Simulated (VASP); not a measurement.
# TaN (Fm-3m) in VASP: notebook

The runs below take TaN through single point, with PBE.

All numbers are computed with VASP 6.6.1; they aren't measurements. Logs are shortened: lines on timing, memory, paths and dates and some standing lists are left out, and cuts for length are marked.

### 1 The structure

The structure is cubic, space group Fm-3m (No. 225). Conventional cell: a = 4.423 Å, b = 4.423 Å, c = 4.423 Å, α = 90.00°, β = 90.00°, γ = 90.00°. Ta (site symmetry m-3m) is surrounded by 6 N at 2.21 Å. N (site symmetry m-3m) is surrounded by 6 Ta at 2.21 Å.

The cell comes from a database or a generator and needn't be the stable form of this composition.

### 2 Single point, PBE

The input, INCAR:

```
SYSTEM = TaN
  PREC = Accurate
  ENCUT = 460
  EDIFF = 0.001
  ISMEAR = 0
  SIGMA = 0.05
  LREAL = .FALSE.
  LASPH = .TRUE.
  NELM = 100
  ALGO = Normal
  ISIF = 2
  LWAVE = .FALSE.
  LCHARG = .FALSE.
  GGA = PE
  ADDGRID = .FALSE.
```

The input, KPOINTS:

```
Automatic mesh
0
G
  8 8 8
  0 0 0
```

The input, POSCAR:

```
TaN
1.0
    0.0000000000      2.2113230000      2.2113230000
    2.2113230000      0.0000000000      2.2113230000
    2.2113230000      2.2113230000      0.0000000000
Ta N
1 1
Direct
    0.5000000000      0.5000000000      0.5000000000
    0.0000000000      0.0000000000      0.0000000000
```

Potentials or basis: VASP PAW PBE potentials, release 64 (Ta_pv, N).

Run with:

```bash
> cat potpaw_PBE.64/Ta_pv/POTCAR potpaw_PBE.64/N/POTCAR > POTCAR
> mpirun -np 1 vasp_std > vasp.out
```

OUTCAR:

```text
SYSTEM = TaN
   PREC = Accurate
   ENCUT = 460
   EDIFF = 0.001
   ISMEAR = 0
   LREAL = .FALSE.
   LASPH = .TRUE.
   NELM = 100
   ISIF = 2
   GGA = PE

 Found     29 irreducible k-points:

 Following reciprocal coordinates:
            Coordinates               Weight
  0.000000  0.000000  0.000000      1.000000
  0.125000  0.000000  0.000000      8.000000
  0.250000  0.000000  0.000000      8.000000
  0.375000  0.000000  0.000000      8.000000
  0.500000  0.000000  0.000000      4.000000
  0.125000  0.125000  0.000000      6.000000
   k-points           NKPTS =     29   k-points in BZ     NKDIM =     29   number of bands    NBANDS=     12
   number of dos      NEDOS =    301   number of ions     NIONS =      2
   total plane-waves  NPLWV =  13824
   dimension x,y,z NGX =    24 NGY =   24 NGZ =   24
   dimension x,y,z NGXF=    48 NGYF=   48 NGZF=   48
   ions per type =               1   1
   NGX,Y,Z   is equivalent  to a cutoff of  12.76, 12.76, 12.76 a.u.
   NGXF,Y,Z  is equivalent  to a cutoff of  25.52, 25.52, 25.52 a.u.
 SYSTEM =  TaN
   PREC   = accura    normal or accurate (medium, high low for compatibility)
   ISTART =      0    job   : 0-new  1-cont  2-samecut
   ICHARG =      2    charge: 1-file 2-atom 10-const
   ISPIN  =      1    spin polarized calculation?
   LNONCOLLINEAR =      F non collinear calculations
   LSORBIT =      F    spin-orbit coupling
   LASPH  =      T    aspherical Exc in radial PAW
   ENCUT  =  460.0 eV  33.81 Ry    5.81 a.u.   5.47  5.47  5.47*2*pi/ulx,y,z
   NELM   =    100;   NELMIN=  2; NELMDL= -5     # of ELM steps
   EDIFF  = 0.1E-02   stopping-criterion for ELM
   LREAL  =      F    real-space projection
   EDIFFG = 0.1E-01   stopping-criterion for IOM
   NSW    =      0    number of steps for IOM
   IBRION =     -1    ionic relax: 0-MD 1-quasi-New 2-CG
   NFREE  =      0    steps in history (QN), initial steepest desc. (CG)
   ISIF   =      2    stress and relaxation
   ISYM   =      2    0-nonsym 1-usesym 2-fastsym
   POTIM  = 0.5000    time-step for ionic-motion
   TEBEG  =    0.0;   TEEND  =   0.0 temperature during run
   PSTRESS=    0.0 pullay stress
   NELECT =      16.0000    total number of electrons
   NUPDOWN=      -1.0000    fix difference up-down
   EMIN   =  10.00;   EMAX   =-10.00  energy-range for DOS
   EFERMI =   0.00;   METHOD = LEGACY
   ISMEAR =     0;   SIGMA  =   0.05  broadening in eV -4-tet -1-fermi 0-gaus
   EFERMI_NEDOS =   21; number of points for ismear=-14 and -15
   IALGO  =     38    algorithm
   IMIX   =      4    mixing-type and parameters
     AMIX     =   0.40;   BMIX     =  1.00
     AMIX_MAG =   1.60;   BMIX_MAG =  1.00
  volume/ion in A,a.u.               =      10.81        72.97
  Fermi-wavevector in a.u.,A,eV,Ry     =   1.480651  2.798024 29.828417  2.192327
  Thomas-Fermi vector in A             =   2.594659
   LORBIT       =      0    0 simple, 1 ext, 2 COOP (PROOUT), +10 PAW based schemes
   GGA     = PE    functional components
   LHFCALC =     F    Hartree Fock is set to
   AEXX    =    0.0000 exact exchange contribution
   IVDW    =     0    specifies the selected vdW correction
   LEPSILON=     F    determine dielectric tensor
   LRPA    =     F    only Hartree local field effects (RPA)
 non-spin polarized calculation
 Gauss-broadening in eV      SIGMA  =   0.05
  energy-cutoff  :      460.00
  volume of cell :       21.63
 maximum number of plane-waves:       531
 NGX is ok and might be reduce to    24
   NGX = 11   NGY = 11   NGZ = 11

 number of electron      16.0000003 magnetization

 Free energy of the ion-electron system (eV)
  ---------------------------------------------------
  ext. energy  EPLUGINS =         0.00000000
  ---------------------------------------------------
  free energy    TOTEN  =       -21.80503430 eV

  energy without entropy =      -21.80406753  energy(sigma->0) =      -21.80455092

 E-fermi :   9.3773     XC(G=0): -13.3439

 val. band max:        9.3400067781   @ k =  -0.2500   0.3750   0.1250
 cond. band min:       9.4205110401   @ k =   0.0000   0.0000   0.0000
 fundamental gap:      0.0805042620
 Fermi energy:         9.3772596018

 k-point     1 :       0.0000    0.0000    0.0000
  band No.  band energies     occupation
      1     -26.4445      2.00000
      2     -26.4445      2.00000
      3     -26.4445      2.00000
      4      -9.3763      2.00000
      5       5.5653      2.00000
      6       5.5653      2.00000
      7       5.5653      2.00000
      8       7.2999      2.00000
      9       7.2999      2.00000
     10       7.2999      2.00000
     11       9.4205      0.22120
     12      10.7258      0.00000

 k-point     2 :       0.1250    0.0000    0.0000
  band No.  band energies     occupation
      1     -26.5695      2.00000
      2     -26.4561      2.00000
      3     -26.4561      2.00000
      4      -9.0189      2.00000
      5       4.0381      2.00000
      6       4.5487      2.00000
      7       4.5487      2.00000
      8       7.8132      2.00000
      9       7.8132      2.00000
     10       7.8388      2.00000
     11      10.7314      0.00000
     12      10.7315      0.00000

 k-point     3 :       0.2500    0.0000    0.0000
  band No.  band energies     occupation
      1     -26.8590      2.00000
      2     -26.4839      2.00000
      3     -26.4839      2.00000
      4      -8.0951      2.00000
      5       1.7720      2.00000
      6       3.1548      2.00000
      7       3.1548      2.00000
      8       8.5941      2.00000
      9       8.9769      2.00000
     10       8.9769      2.00000
     11      13.1803      0.00000
     12      13.1803      0.00000

 k-point     4 :       0.3750    0.0000    0.0000
  band No.  band energies     occupation
      1     -27.1335      2.00000
      2     -26.5116      2.00000
      3     -26.5116      2.00000
      4      -7.0091      2.00000
      5      -0.0895      2.00000
      6       2.2176      2.00000
      7       2.2176      2.00000
      8       9.9309      0.00000
      9      10.4345      0.00000
     10      10.4345      0.00000
     11      14.1587      0.00000
     12      15.5296      0.00000

 k-point     5 :       0.5000    0.0000    0.0000
  band No.  band energies     occupation
      1     -27.2432      2.00000
      2     -26.5229      2.00000
      3     -26.5229      2.00000
      4      -6.4576      2.00000
      5      -0.8840      2.00000
      6       1.8943      2.00000
      7       1.8943      2.00000
      8      11.2100      0.00000
      9      11.2100      0.00000
     10      11.2962      0.00000
     11      13.1251      0.00000
     12      16.7109      0.00000

 k-point     6 :       0.1250    0.1250    0.0000
  band No.  band energies     occupation
      1     -26.5616      2.00000
      2     -26.4840      2.00000
      3     -26.4840      2.00000
      4      -8.9298      2.00000
      5       3.2185      2.00000
      6       4.9097      2.00000
      7       4.9097      2.00000
      8       6.6203      2.00000
      9       8.7115      2.00000
     10       8.7115      2.00000
     11       9.6703      0.00000
     12      10.5659      0.00000

 [... further k-points ...]

------------------------ aborting loop because EDIFF is reached ----------------------------------------

  FORCE on cell =-STRESS in cart. coord.  units (eV):
  Direction    XX          YY          ZZ          XY          YZ          ZX
  --------------------------------------------------------------------------------------
  -------------------------------------------------------------------------------------
  Total       -0.0791700     -0.0791700     -0.0791700     -0.0000000     -0.0000000     -0.0000000
  in kB       -5.8652214     -5.8652214     -5.8652214     -0.0000000     -0.0000000     -0.0000000
  external PRESSURE =      -5.8652214 kB  Pullay stress =       0.0000000 kB

 VOLUME and BASIS-vectors are now :
 -----------------------------------------------------------------------------
  energy-cutoff  :      460.00
  volume of cell :       21.63
      direct lattice vectors                 reciprocal lattice vectors
     0.000000000  2.211323000  2.211323000    -0.226108985  0.226108985  0.226108985
     2.211323000  0.000000000  2.211323000     0.226108985 -0.226108985  0.226108985
     2.211323000  2.211323000  0.000000000     0.226108985  0.226108985 -0.226108985

 POSITION                                       TOTAL-FORCE (eV/Angst)
 -----------------------------------------------------------------------------------
      2.21132      2.21132      2.21132         0.000000      0.000000      0.000000
      0.00000      0.00000      0.00000        -0.000000     -0.000000     -0.000000
 -----------------------------------------------------------------------------------
    total drift:                                0.000000     -0.000000     -0.000000

  FREE ENERGIE OF THE ION-ELECTRON SYSTEM (eV)
  ---------------------------------------------------
  free  energy   TOTEN  =       -21.8050342973 eV

  energy  without entropy=      -21.8040675344  energy(sigma->0) =      -21.80455092
```

OSZICAR:

```text
N       E                     dE             d eps       ncg     rms          rms(c)
DAV:   1     0.812337127588E+02    0.81234E+02   -0.86304E+03   704   0.129E+03
DAV:   2    -0.211227469092E+02   -0.10236E+03   -0.96929E+02   808   0.312E+02
DAV:   3    -0.247626908761E+02   -0.36399E+01   -0.35549E+01   860   0.530E+01
DAV:   4    -0.248189919841E+02   -0.56301E-01   -0.56017E-01   780   0.591E+00
DAV:   5    -0.248195408664E+02   -0.54888E-03   -0.54872E-03   848   0.501E-01    0.234E+01
DAV:   6    -0.219360249185E+02    0.28835E+01   -0.12913E+01   800   0.326E+01    0.991E+00
DAV:   7    -0.218371952930E+02    0.98830E-01   -0.47066E-01   772   0.642E+00    0.664E+00
DAV:   8    -0.218103154550E+02    0.26880E-01   -0.14339E-01   840   0.361E+00    0.107E+00
DAV:   9    -0.218050787201E+02    0.52367E-02   -0.23161E-02   800   0.119E+00    0.257E-01
DAV:  10    -0.218050342973E+02    0.44423E-04   -0.15935E-03   516   0.433E-01
   1 F= -.21805034E+02 E0= -.21804551E+02  d E =-.966763E-03
```

Run time: 4.2 s. Hardware: 1 thread of Intel Xeon Platinum 8488C (Sapphire Rapids), shared host; peak memory 0.13 GiB.

The run converged, but some of its settings lie outside the range that counts as converged, so its numbers aren't taken as properties of the crystal.

Results:

```
Free energy            : -21.8050 eV
Pressure               : -0.6 GPa
Band gap on the k mesh : none (metal or under the smearing width)
```

Caveat: the cutoff is under 1.25 times the usual one of these potentials, so pressure, stress and relaxed cells hold a basis-set (Pulay) error.

### 3 Single point, PBE

INCAR: that of step 2 with these lines changed.

```diff
@@ -3,3 +3,3 @@
   ENCUT = 460
-  EDIFF = 0.001
+  EDIFF = 1E-4
   ISMEAR = 0
```

KPOINTS is that of step 2.

POSCAR is that of step 2.

Potentials or basis: VASP PAW PBE potentials, release 64 (Ta_pv, N).

Run with:

```bash
> cat potpaw_PBE.64/Ta_pv/POTCAR potpaw_PBE.64/N/POTCAR > POTCAR
> mpirun -np 1 vasp_std > vasp.out
```

Run time: 4.3 s. Hardware: 1 thread of Intel Xeon Platinum 8488C (Sapphire Rapids), shared host; peak memory 0.14 GiB.

The run converged, but some of its settings lie outside the range that counts as converged, so its numbers aren't taken as properties of the crystal.

Results:

- Free energy: -21.8050 eV
- Pressure: -0.8 GPa
- Band gap on the k mesh: none (metal or under the smearing width)

Caveat: the cutoff is under 1.25 times the usual one of these potentials, so pressure, stress and relaxed cells hold a basis-set (Pulay) error.

### 4 Single point, PBE

INCAR: that of step 3 with these lines changed.

```diff
@@ -3,3 +3,3 @@
   ENCUT = 460
-  EDIFF = 1E-4
+  EDIFF = 1E-5
   ISMEAR = 0
```

KPOINTS is that of step 3.

POSCAR is that of step 3.

Run with:

```bash
> cat potpaw_PBE.64/Ta_pv/POTCAR potpaw_PBE.64/N/POTCAR > POTCAR
> mpirun -np 1 vasp_std > vasp.out
```

Run time: 4.5 s. Hardware: 1 thread of Intel Xeon Platinum 8488C (Sapphire Rapids), shared host; peak memory 0.14 GiB.

The run converged, but some of its settings lie outside the range that counts as converged, so its numbers aren't taken as properties of the crystal.

What came out:

```
Free energy            : -21.8050 eV
Pressure               : -0.8 GPa
Band gap on the k mesh : none (metal or under the smearing width)
```

Caveat: the cutoff is under 1.25 times the usual one of these potentials, so pressure, stress and relaxed cells hold a basis-set (Pulay) error.

### 5 Single point, PBE

INCAR: that of step 4 with these lines changed.

```diff
@@ -3,3 +3,3 @@
   ENCUT = 460
-  EDIFF = 1E-5
+  EDIFF = 1E-6
   ISMEAR = 0
```

KPOINTS is that of step 4.

POSCAR is that of step 4.

Potentials or basis: VASP PAW PBE potentials, release 64 (Ta_pv, N).

Run with:

```bash
> cat potpaw_PBE.64/Ta_pv/POTCAR potpaw_PBE.64/N/POTCAR > POTCAR
> mpirun -np 1 vasp_std > vasp.out
```

OUTCAR:

```text
SYSTEM = TaN
   PREC = Accurate
   ENCUT = 460
   EDIFF = 1E-6
   ISMEAR = 0
   LREAL = .FALSE.
   LASPH = .TRUE.
   NELM = 100
   ISIF = 2
   GGA = PE

 Found     29 irreducible k-points:

 Following reciprocal coordinates:
            Coordinates               Weight
  0.000000  0.000000  0.000000      1.000000
  0.125000  0.000000  0.000000      8.000000
  0.250000  0.000000  0.000000      8.000000
  0.375000  0.000000  0.000000      8.000000
  0.500000  0.000000  0.000000      4.000000
  0.125000  0.125000  0.000000      6.000000
   k-points           NKPTS =     29   k-points in BZ     NKDIM =     29   number of bands    NBANDS=     12
[... 170 lines left out ...]
  --------------------------------------------------------------------------------------
  -------------------------------------------------------------------------------------
  Total       -0.1123293     -0.1123293     -0.1123293      0.0000000      0.0000000     -0.0000000
  in kB       -8.3217964     -8.3217964     -8.3217964      0.0000000      0.0000000     -0.0000000
  external PRESSURE =      -8.3217964 kB  Pullay stress =       0.0000000 kB

 VOLUME and BASIS-vectors are now :
 -----------------------------------------------------------------------------
  energy-cutoff  :      460.00
  volume of cell :       21.63
      direct lattice vectors                 reciprocal lattice vectors
     0.000000000  2.211323000  2.211323000    -0.226108985  0.226108985  0.226108985
     2.211323000  0.000000000  2.211323000     0.226108985 -0.226108985  0.226108985
     2.211323000  2.211323000  0.000000000     0.226108985  0.226108985 -0.226108985

 POSITION                                       TOTAL-FORCE (eV/Angst)
 -----------------------------------------------------------------------------------
      2.21132      2.21132      2.21132         0.000000      0.000000      0.000000
      0.00000      0.00000      0.00000        -0.000000     -0.000000     -0.000000
 -----------------------------------------------------------------------------------
    total drift:                                0.000000     -0.000000     -0.000000

  FREE ENERGIE OF THE ION-ELECTRON SYSTEM (eV)
  ---------------------------------------------------
  free  energy   TOTEN  =       -21.8049704425 eV

  energy  without entropy=      -21.8039596655  energy(sigma->0) =      -21.80446505
```

Wall time 5.2 s (1 thread of Intel Xeon Platinum 8488C (Sapphire Rapids), shared host); peak memory 0.14 GiB.

These settings aren't checked as converged: the numbers below hold their error.

What came out:

```
Free energy            : -21.8050 eV
Pressure               : -0.8 GPa
Band gap on the k mesh : none (metal or under the smearing width)
```

Caveat: the cutoff is under 1.25 times the usual one of these potentials, so pressure, stress and relaxed cells hold a basis-set (Pulay) error.
